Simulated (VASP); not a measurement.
Set up this calculation in VASP 6.6.1, as the native input.

| Property | Result |
| --- | --- |
| Task | band structure |
| Functional | PBE |
| Potentials or basis | VASP PAW PBE potentials, release 64 (Sb, S) |
| Cutoff | 520 eV |
| k mesh | 4 × 8 × 4 |
| Occupations | gaussian, width 0.03 eV |
| Spin | no spin polarisation |
| Further INCAR settings | ALGO = Normal; EDIFF = 1e-06; NBANDS = 72 |

The structure of Sb2S3 (Stibnite) lies in POSCAR:

```
Sb2S3                                   
1.0
   11.2851787599      0.0000000000      0.0000000000
    0.0000000000      3.8283747703      0.0000000000
    0.0000000000      0.0000000000     10.9162014254
  Sb              S             
     8    12
Direct
     0.4754810991499777    0.2500000000000000    0.3259465314389620
     0.0245189008500223    0.7500000000000000    0.8259465314389619
     0.9754810991499778    0.2500000000000000    0.1740534685610380
     0.5245189008500222    0.7500000000000000    0.6740534685610381
     0.3472279808842215    0.7500000000000000    0.0322852916765958
     0.1527720191157785    0.2500000000000000    0.5322852916765959
     0.8472279808842215    0.7500000000000000    0.4677147083234042
     0.6527720191157785    0.2500000000000000    0.9677147083234041
     0.2901664857043768    0.2500000000000000    0.1914648244227384
     0.2098335142956232    0.7500000000000000    0.6914648244227384
     0.7901664857043837    0.2500000000000000    0.3085351755772616
     0.7098335142956163    0.7500000000000000    0.8085351755772616
     0.5485501916731121    0.7500000000000000    0.1269400574129219
     0.9514498083268879    0.2500000000000000    0.6269400574129219
     0.0485501916731121    0.7500000000000000    0.3730599425870781
     0.4514498083268879    0.2500000000000000    0.8730599425870781
     0.3740927150424502    0.7500000000000000    0.4424300135971806
     0.1259072849575497    0.2500000000000000    0.9424300135971807
     0.8740927150424432    0.7500000000000000    0.0575699864028194
     0.6259072849575568    0.2500000000000000    0.5575699864028193
```

The input as run:

INCAR

```
PREC     = Accurate       # precision mode
ENCUT    = 520            # plane-wave cutoff, eV
EDIFF    = 1E-6           # SCF threshold, eV
ISMEAR   = 0              # smearing method
SIGMA    = 0.03           # smearing width, eV
LREAL    = F              # projectors in reciprocal space
LASPH    = T              # aspherical terms in the spheres
NELM     = 80             # most SCF steps
ALGO     = Normal         # electronic algorithm
ISIF     = 2              # what is computed and relaxed
LWAVE    = F              # write WAVECAR
LCHARG   = F              # write CHGCAR
GGA      = PE             # functional
NBANDS   = 72             # bands
KPAR     = 4
```

KPOINTS

```
regular mesh
0
Gamma
  4 8 4
```

KPOINTS_OPT

```
explicit points
318
Reciprocal
 0.0000000000  0.0000000000  0.0000000000 1
 0.0000000000  0.0263157895  0.0000000000 1
 0.0000000000  0.0526315789  0.0000000000 1
 0.0000000000  0.0789473684  0.0000000000 1
 0.0000000000  0.1052631579  0.0000000000 1
 0.0000000000  0.1315789474  0.0000000000 1
[... 310 lines left out ...]
 0.0000000000  0.5000000000  0.0625168600 1
 0.0000000000  0.5000000000 -0.0625168600 1
```

Potentials or basis: VASP PAW PBE potentials, release 64 (Sb, S).

The run is started by

```sh
$ cat potpaw_PBE.64/Sb/POTCAR potpaw_PBE.64/S/POTCAR > POTCAR
$ mpirun -np 4 vasp_std > vasp.out
```

Results of the run:

```
Pressure                : 2.9 GPa
Largest force           : 0.093 eV/Å
Band gap on the k mesh  : 1.24 eV, indirect (least direct gap 1.27 eV)
Band gap along the path : 1.23 eV, indirect (least direct gap 1.26 eV)
```

Caveat: spin-orbit coupling is left out, which moves the levels of the heavy elements.

Wall time 24 min on 4 MPI ranks on Intel(R) Xeon(R) 6975P-C (Granite Rapids), on a shared host, peak memory 1.7 GiB a rank.
